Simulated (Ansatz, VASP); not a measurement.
# NaCl in VASP and in Ansatz

```
CELL_PARAMETERS angstrom
0.00000 2.84793 2.84793
2.84793 0.00000 2.84793
2.84793 2.84793 0.00000
ATOMIC_POSITIONS crystal
Na 0.00000 0.00000 0.00000
Cl 0.50000 0.50000 0.50000
```

Alike in both runs: task single point; functional PBE; k mesh 6 × 6 × 6; occupations gaussian, width 0.05 eV; no spin polarisation.

|  | VASP | Ansatz |
| --- | --- | --- |
| version | VASP 6.6.1 | Ansatz 0.2.0 |
| potentials or method | VASP PAW PBE potentials, release 64 (Na_pv, Cl) | scalar-relativistic, plane waves, PAW |
| plane-wave cutoff (eV) | 520 | 420 |
| valence electrons in the cell | 14 | 16 |

|  | VASP | Ansatz | Ansatz less VASP |
| --- | --- | --- | --- |
| gap on the k mesh at the Fermi level (eV) | 5.00 | 5.00 | 0.000 |
| least direct gap on the mesh (eV) | 5.00 | 5.00 | 0.000 |
| pressure (GPa) | 0.0 | 0.0 | +0.03 |

The two sets of potentials don't hold the same shells in valence.

Expect the measured gap to be larger: semilocal functionals such as PBE lack the derivative discontinuity.
